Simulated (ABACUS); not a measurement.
# Gd (Im-3m) in ABACUS: a series of runs

One crystal, Gd, is run at these levels: PBE; tasks: equation of state.

Everything below comes from runs of ABACUS 3.10.1. Logs are shortened: lines on timing, memory, paths and dates and some standing lists are left out, and cuts for length are marked.

## Step 1: The crystal as given

Symmetry: Im-3m, No. 229, cubic system. Conventional cell: a = 4.050 Å, b = 4.050 Å, c = 4.050 Å, α = 90.00°, β = 90.00°, γ = 90.00°. Gd (site symmetry m-3m) is surrounded by 8 Gd at 3.51 Å.

This isn't the form of Gd at room conditions, which is hcp.

## Step 2: Equation of state, PBE, collinear spin, ferromagnetic start, 31.22 Å³/atom (volume scaled by 0.94)

Input file INPUT:

```
INPUT_PARAMETERS
suffix              Gd
calculation         scf
basis_type          pw
pseudo_dir          ./
symmetry            1
dft_functional      pbe
ecutwfc             52
pseudo_rcut         10
nspin               2
nbands              10
ks_solver           dav
smearing_method     fd
smearing_sigma      0.00367493
scf_thr             1e-08
scf_nmax            100
mixing_type         broyden
mixing_beta         0.4
cal_force           1
cal_stress          1
kpar                4
```

Input file STRU:

```
ATOMIC_SPECIES
Gd 157.2500 Gd.upf

LATTICE_CONSTANT
1.8897261246

LATTICE_VECTORS
-1.9836618701 1.9836618701 1.9836618701
1.9836618701 -1.9836618701 1.9836618701
1.9836618701 1.9836618701 -1.9836618701

ATOMIC_POSITIONS
Direct

Gd
0.0
1
0.0000000000 0.0000000000 0.0000000000 1 1 1 mag 0
```

Input file KPT:

```
K_POINTS
0
Gamma
9 9 9 0 0 0
```

Potentials or basis: PseudoDojo NC SR 0.4.1 PBE standard, lanthanides 3+ (f in core), plane waves.

Command:

```console
> OMP_NUM_THREADS=1 mpirun -np 4 abacus > log
```

running log:

```text
ABACUS v3.10.1

               Atomic-orbital Based Ab-initio Computation at UStc

 ------------------------------------------------------------------------------------

 READING GENERAL INFORMATION
                           global_out_dir = OUT.Gd/
                           global_in_card = INPUT
                               pseudo_dir = ./
                              orbital_dir =
                                    DSIZE = 4
                                    GSIZE = 1

 READING UNITCELL INFORMATION
                                    ntype = 1
                  lattice constant (Bohr) = 1.88973
              lattice constant (Angstrom) = 1

 READING ATOM TYPE 1
                               atom label = Gd
                      L=0, number of zeta = 1
                      L=1, number of zeta = 1
                      L=2, number of zeta = 1
             number of atom for this type = 1
               magnetization of element 1 = 0
          Autoset magnetism for this atom = 1

                        TOTAL ATOM NUMBER = 1
DIRECT COORDINATES
    atom                   x                   y                   z     mag                  vx                  vy                  vz
taud_Gd1            0.0000000000        0.0000000000        0.0000000000  1.0000        0.0000000000        0.0000000000        0.0000000000

                          Volume (Bohr^3) = 210.698
                             Volume (A^3) = 31.2221

 Lattice vectors: (Cartesian coordinate: in unit of a_0)
             -1.98366            +1.98366            +1.98366
             +1.98366            -1.98366            +1.98366
             +1.98366            +1.98366            -1.98366
 Reciprocal vectors: (Cartesian coordinate: in unit of 2 pi/a_0)
                   +0           +0.252059           +0.252059
            +0.252059                  +0           +0.252059
            +0.252059           +0.252059                  +0
 The esolver type has been set to : ksdft_pw

                PAO radial cut off (Bohr) = 10

 Read in pseudopotential file is Gd.upf
                     pseudopotential type = NC
          exchange-correlation functional = PBE
                 nonlocal core correction = 1
                        valence electrons = 11
                                     lmax = 3
                           number of zeta = 4
                     number of projectors = 7
                           L of projector = 0
                           L of projector = 0
                           L of projector = 1
                           L of projector = 1
                           L of projector = 2
                           L of projector = 2
                           L of projector = 3
     initial pseudo atomic orbital number = 10
 The readin total magnetization is 1

 SETUP THE ELECTRONS NUMBER
            electron number of element Gd = 11
      total electron number of element Gd = 11
            AUTOSET number of electrons:  = 11
                           occupied bands = 6
                                   NBANDS = 10
                                   NLOCAL = 9

%%%%%%%%%%%%%%%%%%%%%%%%%%%%%%%%%%%%%%%%%%%%%%%%%%%%%%%%%%%%%%%%%%%%%%%%%%%%%%%%%%%%%%%%%%%%%%%%%%%%%%%%%%
 Warning: the number of valence electrons in pseudopotential > 10 for Gd: [Xe] 4f7 5d1 6s2
 Pseudopotentials with additional electrons can yield (more) accurate outcomes, but may be less efficient.
 If you're confident that your chosen pseudopotential is appropriate, you can safely ignore this warning.
%%%%%%%%%%%%%%%%%%%%%%%%%%%%%%%%%%%%%%%%%%%%%%%%%%%%%%%%%%%%%%%%%%%%%%%%%%%%%%%%%%%%%%%%%%%%%%%%%%%%%%%%%%

 SETUP THE PLANE WAVE BASIS
 energy cutoff for charge/potential (unit:Ry) = 208
            fft grid for charge/potential = [ 30, 30, 30 ]
                        fft grid division = [ 1, 1, 1 ]
        big fft grid for charge/potential = [ 30, 30, 30 ]
                                     nbxx = 27000
                                     nrxx = 27000

 SETUP PLANE WAVES FOR CHARGE/POTENTIAL
                    number of plane waves = 10761
                         number of sticks = 657

 PARALLEL PW FOR CHARGE/POTENTIAL
     PROC   COLUMNS(POT)             PW
        1            657          10761
 --------------- sum -------------------
        1            657          10761
                            number of |g| = 138
                                  max |g| = 18.806
                                  min |g| = 0

----------- Double Check Mixing Parameters Begin ------------
mixing_type: broyden
mixing_beta: 0.4
mixing_gg0: 1
mixing_gg0_min: 0.1
mixing_beta_mag: 1.6
mixing_gg0_mag: 0
mixing_ndim: 8
----------- Double Check Mixing Parameters End ------------

[... 35 lines left out ...]
                     BRAVAIS LATTICE NAME = 03. Cubic F (face-centered)
                                    ibrav = 3
                       right hand lattice = 1
(for k-lattice: )
[... 13 lines left out ...]
       6 -0.22222222  0.11111111  0.11111111  0.0329      10
[... 22 lines left out ...]
      29 -0.44444444  0.44444444  0.22222222  0.0329     203
      30 -0.44444444  0.33333333  0.33333333  0.0329     204
[... 5 further k points ...]

                               nkstot now = 35
[... K-POINTS DIRECT COORDINATES: 35 rows ...]

           k-point number in this process = 9
       minimum distributed K point number = 8
[... stars of the k points ...]
                             nks(nspin=2) = 18
                          nkstot(nspin=2) = 70

[... K-POINTS CARTESIAN COORDINATES: 18 rows ...]

[... K-POINTS DIRECT COORDINATES: 18 rows ...]

 SETUP PLANE WAVES FOR WAVE FUNCTIONS
     energy cutoff for wavefunc (unit:Ry) = 52
              fft grid for wave functions = [ 30, 30, 30 ]
                    number of plane waves = 1961
                         number of sticks = 213

 PARALLEL PW FOR WAVE FUNCTIONS
     PROC   COLUMNS(POT)             PW
        1            213           1961
 --------------- sum -------------------
        1            213           1961

 SETUP NONLOCAL PSEUDOPOTENTIALS IN PLANE WAVE BASIS
 Gd non-local projectors:
 projector 1 L=0
 projector 2 L=0
 projector 3 L=1
 projector 4 L=1
 projector 5 L=2
 projector 6 L=2
 projector 7 L=3
      TOTAL NUMBER OF NONLOCAL PROJECTORS = 25

 Init Non-Local PseudoPotential table :
 Init Non-Local-Pseudopotential done.

                                     npwx = 1409

 Make real space PAO into reciprocal space.
       max mesh points in Pseudopotential = 1001
     dq(describe PAO in reciprocal space) = 0.01
                                    max q = 870

 number of pseudo atomic orbitals for Gd is 4
WARNING: norm of atomic wavefunction # 3 of atomic type Gd is 0.999494, renormalized
WARNING: norm of atomic wavefunction # 4 of atomic type Gd is 0.999103, renormalized

 -------------------------------------------
 SELF-CONSISTENT
 -------------------------------------------
                                 init_chg = atomic

 PW ALGORITHM --------------- ION=   1  ELEC=   1--------------------------------
 Notice: Threshold on eigenvalues was too large.
 hsover_error=0.11 > DRHO=0.00617353
 Origin diag ethr = 0.01
 New diag ethr = 5.6123e-05
          total magnetism (Bohr mag/cell) = 0.500342
       absolute magnetism (Bohr mag/cell) = 0.500382
                        nelec for spin up = 5.75017
                      nelec for spin down = 5.24983

 Density error is 0.00698922967688
                          Error Threshold = 5.6122993282e-05
----------------------------------------------------------
     Energy           Rydberg                 eV
----------------------------------------------------------
 E_KohnSham     -83.1991325881       -1131.9822718561
 E_Harris       -83.4194509968       -1134.9798575879
 E_Fermi        0.8176973081         11.1253426300
----------------------------------------------------------
[... 103 lines left out ...]
 Density error is 9.05305523536e-09
                          Error Threshold = 3.92050009307e-10
----------------------------------------------------------
     Energy           Rydberg                 eV
----------------------------------------------------------
 E_KohnSham     -83.2016321845       -1132.0162806095
 E_KS(sigma->0) -83.2009640825       -1132.0071906148
 E_Harris       -83.2012739769       -1132.0114069444
 E_band         -7.5166157165        -102.2688034205
 E_one_elec     -14.3561169477       -195.3249916429
 E_Hartree      10.5360432865        143.3502230710
 E_xc           -20.6449781944       -280.8893385292
 E_Ewald        -58.7352441248       -799.1339935189
 E_entropy(-TS) -0.0013362041        -0.0181799895
 E_descf        0.0000000000         0.0000000000
 E_exx          0.0000000000         0.0000000000
 E_Fermi        0.8116160637         11.0426030552
----------------------------------------------------------

 charge density convergence is achieved
 final etot is -1132.0162806 eV
 EFERMI = 11.042603055 eV

 STATE ENERGY(eV) AND OCCUPATIONS    NSPIN == 2
SPIN UP :
 1/9 kpoint (Cartesian) = 0.0000 0.0000 0.0000 (1409 pws)
       1       -33.2765     0.00137174
       2       -10.5019     0.00137174
       3       -10.5019     0.00137174
       4       -10.5019     0.00137174
       5        6.01245     0.00137174
       6        12.5804    6.02795e-17
       7        12.5804    6.02795e-17
       8        12.5804    6.02795e-17
       9        14.9646    1.17720e-37
      10        14.9646    1.17720e-37
[... 49 lines left out ...]
 6/9 kpoint (Cartesian) = 0.056013 -0.028007 -0.028007 (1343 pws)
       1       -33.2465      0.0329218
       2       -10.8048      0.0329218
       3       -10.5764      0.0329218
       4       -10.5293      0.0329218
       5        7.07585      0.0329218
       6        11.9609    3.47581e-10
       7        11.9848    2.15575e-10
       8        13.7834    5.14396e-26
       9        14.2116    9.81358e-30
      10        15.1723    4.44370e-38

[... levels at 12 further k points ...]

------------------------------------------------------------------------------------------
 TOTAL-FORCE (eV/Angstrom)
------------------------------------------------------------------------------------------
                       Gd1         0.0000000000         0.0000000000         0.0000000000
------------------------------------------------------------------------------------------

----------------------------------------------------------------
 TOTAL-STRESS (KBAR)
----------------------------------------------------------------
        17.2705160567        -0.0000000000        -0.0000000000
        -0.0000000000        17.2705160567         0.0000000000
         0.0000000000         0.0000000000        17.2705160567
----------------------------------------------------------------
 TOTAL-PRESSURE: 17.270516 KBAR

 --------------------------------------------
 !FINAL_ETOT_IS -1132.0162806095397627 eV
 --------------------------------------------
```

Run time: 3.2 s. Hardware: 4 MPI ranks of AMD EPYC 9R45 (Zen 5), shared host; peak memory 0.28 GiB.

What came out:

```yaml
Free_energy: -1132.0163 eV
Band_gap_on_the_k_mesh: none (metal or under the smearing width)
Net_moment: 0.36 μB per cell
Absolute_moment: 0.36 μB per cell
```

Caveat: the local potential of these files has a noisy tail that shifts the pressure, which isn't listed; all typed moments are zero, and the program then starts from 1 μB on every atom; the noisy tail tilts energy against volume too; spin-orbit coupling is left out, which moves the levels of the heavy elements; the 4f electrons are frozen in the core as for a trivalent ion, so they carry no moment and show no levels.

## Step 3: Equation of state, PBE, collinear spin, ferromagnetic start, 31.89 Å³/atom (volume scaled by 0.96)

INPUT is that of step 2.

Input file STRU:

```
ATOMIC_SPECIES
Gd 157.2500 Gd.upf

LATTICE_CONSTANT
1.8897261246

LATTICE_VECTORS
-1.9976317802 1.9976317802 1.9976317802
1.9976317802 -1.9976317802 1.9976317802
1.9976317802 1.9976317802 -1.9976317802

ATOMIC_POSITIONS
Direct

Gd
0.0
1
0.0000000000 0.0000000000 0.0000000000 1 1 1 mag 0
```

KPT is that of step 2.

Potentials or basis: PseudoDojo NC SR 0.4.1 PBE standard, lanthanides 3+ (f in core), plane waves.

Command:

```console
> OMP_NUM_THREADS=1 mpirun -np 4 abacus > log
```

It took 3 s on 4 MPI ranks of AMD EPYC 9R45 (Zen 5), shared host; peak memory 0.28 GiB.

The run converged. Its results:

| Item | Value |
| --- | --- |
| Free energy | -1132.0215 eV |
| Band gap on the k mesh | none (metal or under the smearing width) |
| Net moment | 0.37 μB per cell |
| Absolute moment | 0.37 μB per cell |

Caveat: the local potential of these files has a noisy tail that shifts the pressure, which isn't listed; all typed moments are zero, and the program then starts from 1 μB on every atom; the noisy tail tilts energy against volume too; spin-orbit coupling is left out, which moves the levels of the heavy elements; the 4f electrons are frozen in the core as for a trivalent ion, so they carry no moment and show no levels.

## Step 4: Equation of state, PBE, collinear spin, ferromagnetic start, 32.55 Å³/atom (volume scaled by 0.98)

INPUT is that of step 3.

Input file STRU:

```
ATOMIC_SPECIES
Gd 157.2500 Gd.upf

LATTICE_CONSTANT
1.8897261246

LATTICE_VECTORS
-2.0114089865 2.0114089865 2.0114089865
2.0114089865 -2.0114089865 2.0114089865
2.0114089865 2.0114089865 -2.0114089865

ATOMIC_POSITIONS
Direct

Gd
0.0
1
0.0000000000 0.0000000000 0.0000000000 1 1 1 mag 0
```

KPT is that of step 3.

Command:

```console
> OMP_NUM_THREADS=1 mpirun -np 4 abacus > log
```

Run time: 3.2 s. Hardware: 4 MPI ranks of AMD EPYC 9R45 (Zen 5), shared host; peak memory 0.28 GiB.

It converged, with:

```yaml
Free_energy: -1132.0231 eV
Band_gap_on_the_k_mesh: none (metal or under the smearing width)
Net_moment: 0.37 μB per cell
Absolute_moment: 0.37 μB per cell
```

Caveat: the local potential of these files has a noisy tail that shifts the pressure, which isn't listed; all typed moments are zero, and the program then starts from 1 μB on every atom; the noisy tail tilts energy against volume too; spin-orbit coupling is left out, which moves the levels of the heavy elements; the 4f electrons are frozen in the core as for a trivalent ion, so they carry no moment and show no levels.

## Step 5: Equation of state, PBE, collinear spin, ferromagnetic start, 33.22 Å³/atom

INPUT is that of step 4.

Input file STRU:

```
ATOMIC_SPECIES
Gd 157.2500 Gd.upf

LATTICE_CONSTANT
1.8897261246

LATTICE_VECTORS
-2.0250000000 2.0250000000 2.0250000000
2.0250000000 -2.0250000000 2.0250000000
2.0250000000 2.0250000000 -2.0250000000

ATOMIC_POSITIONS
Direct

Gd
0.0
1
0.0000000000 0.0000000000 0.0000000000 1 1 1 mag 0
```

KPT is that of step 4.

Command:

```console
> OMP_NUM_THREADS=1 mpirun -np 4 abacus > log
```

Run time: 3.2 s. Hardware: 4 MPI ranks of AMD EPYC 9R45 (Zen 5), shared host; peak memory 0.28 GiB.

The run converged. Its results:

```yaml
Free_energy: -1132.0215 eV
Band_gap_on_the_k_mesh: none (metal or under the smearing width)
Net_moment: 0.37 μB per cell
Absolute_moment: 0.37 μB per cell
```

Caveat: the local potential of these files has a noisy tail that shifts the pressure, which isn't listed; all typed moments are zero, and the program then starts from 1 μB on every atom; the noisy tail tilts energy against volume too; spin-orbit coupling is left out, which moves the levels of the heavy elements; the 4f electrons are frozen in the core as for a trivalent ion, so they carry no moment and show no levels.

## Step 6: Equation of state, PBE, collinear spin, ferromagnetic start, 33.88 Å³/atom (volume scaled by 1.02)

INPUT is that of step 5.

Input file STRU:

```
ATOMIC_SPECIES
Gd 157.2500 Gd.upf

LATTICE_CONSTANT
1.8897261246

LATTICE_VECTORS
-2.0384109869 2.0384109869 2.0384109869
2.0384109869 -2.0384109869 2.0384109869
2.0384109869 2.0384109869 -2.0384109869

ATOMIC_POSITIONS
Direct

Gd
0.0
1
0.0000000000 0.0000000000 0.0000000000 1 1 1 mag 0
```

KPT is that of step 5.

Potentials or basis: PseudoDojo NC SR 0.4.1 PBE standard, lanthanides 3+ (f in core), plane waves.

Command:

```console
> OMP_NUM_THREADS=1 mpirun -np 4 abacus > log
```

Run time: 3.3 s. Hardware: 4 MPI ranks of AMD EPYC 9R45 (Zen 5), shared host; peak memory 0.28 GiB.

It converged, with:

| Quantity | Value |
| --- | --- |
| Free energy | -1132.0168 eV |
| Band gap on the k mesh | none (metal or under the smearing width) |
| Net moment | 0.37 μB per cell |
| Absolute moment | 0.37 μB per cell |

Caveat: the local potential of these files has a noisy tail that shifts the pressure, which isn't listed; all typed moments are zero, and the program then starts from 1 μB on every atom; the noisy tail tilts energy against volume too; spin-orbit coupling is left out, which moves the levels of the heavy elements; the 4f electrons are frozen in the core as for a trivalent ion, so they carry no moment and show no levels.

## Step 7: Equation of state, PBE, collinear spin, ferromagnetic start, 34.54 Å³/atom (volume scaled by 1.04)

INPUT is that of step 6.

Input file STRU:

```
ATOMIC_SPECIES
Gd 157.2500 Gd.upf

LATTICE_CONSTANT
1.8897261246

LATTICE_VECTORS
-2.0516477927 2.0516477927 2.0516477927
2.0516477927 -2.0516477927 2.0516477927
2.0516477927 2.0516477927 -2.0516477927

ATOMIC_POSITIONS
Direct

Gd
0.0
1
0.0000000000 0.0000000000 0.0000000000 1 1 1 mag 0
```

KPT is that of step 6.

Command:

```console
> OMP_NUM_THREADS=1 mpirun -np 4 abacus > log
```

Wall time 3.6 s (4 MPI ranks of AMD EPYC 9R45 (Zen 5), shared host); peak memory 0.28 GiB.

It converged, with:

```
Free energy            : -1132.0095 eV
Band gap on the k mesh : none (metal or under the smearing width)
Net moment             : 0.38 μB per cell
Absolute moment        : 0.38 μB per cell
```

Caveat: the local potential of these files has a noisy tail that shifts the pressure, which isn't listed; all typed moments are zero, and the program then starts from 1 μB on every atom; the noisy tail tilts energy against volume too; spin-orbit coupling is left out, which moves the levels of the heavy elements; the 4f electrons are frozen in the core as for a trivalent ion, so they carry no moment and show no levels.

## Step 8: Equation of state, PBE, collinear spin, ferromagnetic start, 35.21 Å³/atom (volume scaled by 1.06)

INPUT is that of step 7.

Input file STRU:

```
ATOMIC_SPECIES
Gd 157.2500 Gd.upf

LATTICE_CONSTANT
1.8897261246

LATTICE_VECTORS
-2.0647159654 2.0647159654 2.0647159654
2.0647159654 -2.0647159654 2.0647159654
2.0647159654 2.0647159654 -2.0647159654

ATOMIC_POSITIONS
Direct

Gd
0.0
1
0.0000000000 0.0000000000 0.0000000000 1 1 1 mag 0
```

KPT is that of step 7.

Command:

```console
> OMP_NUM_THREADS=1 mpirun -np 4 abacus > log
```

It took 3.6 s on 4 MPI ranks of AMD EPYC 9R45 (Zen 5), shared host; peak memory 0.28 GiB.

Results (log left out):

```
Free energy            : -1131.9997 eV
Band gap on the k mesh : none (metal or under the smearing width)
Net moment             : 0.39 μB per cell
Absolute moment        : 0.39 μB per cell
```

Caveat: the local potential of these files has a noisy tail that shifts the pressure, which isn't listed; all typed moments are zero, and the program then starts from 1 μB on every atom; the noisy tail tilts energy against volume too; spin-orbit coupling is left out, which moves the levels of the heavy elements; the 4f electrons are frozen in the core as for a trivalent ion, so they carry no moment and show no levels.

## Step 9: Equation of state, PBE, collinear spin, ferromagnetic start

Potentials or basis: PseudoDojo NC SR 0.4.1 PBE standard, lanthanides 3+ (f in core), plane waves.

This step only gathers the single runs of the series.

Energy against volume, from the lowest point:
```
volume (Å³/atom)  energy (meV/atom)
          31.222               6.83
          31.886               1.63
          32.551               0.00
          33.215               1.65
          33.879               6.28
          34.544              13.62
          35.208              23.44
```

Caveat: the local potential of these files has a noisy tail that shifts the pressure, which isn't listed; all typed moments are zero, and the program then starts from 1 μB on every atom; the noisy tail tilts energy against volume too; spin-orbit coupling is left out, which moves the levels of the heavy elements; the 4f electrons are frozen in the core as for a trivalent ion, so they carry no moment and show no levels. The state reached can hang on the start; a lower one may exist.
